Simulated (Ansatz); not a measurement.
WC:

```
W C
1.0
     0.00000    2.30211    2.30211
     2.30211    0.00000    2.30211
     2.30211    2.30211    0.00000
W C
1 1
Direct
  0.00000 0.00000 0.00000
  0.75000 0.75000 0.75000
```

The cell was built by a generator and needn't be a form met in nature.

* Program: Ansatz 0.2.0
* Task: single point
* Functional: PBE
* Potentials or basis: all-electron LAPW, scalar-relativistic
* Cutoff: 416 eV (chosen from the basis error)
* Basis error allowed: 0.001 eV/atom
* k mesh: 10 × 10 × 10
* Occupations: fermi-dirac, width 0.05 eV
* Spin: no spin polarisation

On this cell: pressure 17.9 GPa; largest force zero by symmetry; band gap on the k mesh none (metal or under the smearing width).

The same run follows on a disturbed copy (atoms moved at random, drawn with an rms of 0.05 Å):

```
W C
1.0
     0.00000    2.30211    2.30211
     2.30211    0.00000    2.30211
     2.30211    2.30211    0.00000
W C
1 1
Cartesian
  0.0082 -0.0255 -0.0585
  3.4774 3.4421 3.4767
```

Problem. What does the disturbed cell give?

Solution. The energy (extrapolated to zero smearing) moves by +36.1 meV/atom; pressure 19.1 GPa; largest force 1.696 eV/Å; band gap on the k mesh none (metal or under the smearing width).

Forces on the atoms (eV/Å):
```
W    0.386  0.362  1.611
C   -0.386 -0.362 -1.611
```

Stress tensor (GPa, compression positive):
```
19.63 12.30  2.39
12.30 19.64  2.61
 2.39  2.61 18.14
```

Caveats: so large a pressure means that the cell lies far from this level's equilibrium, or that cutoff or potentials fall short (some runs).
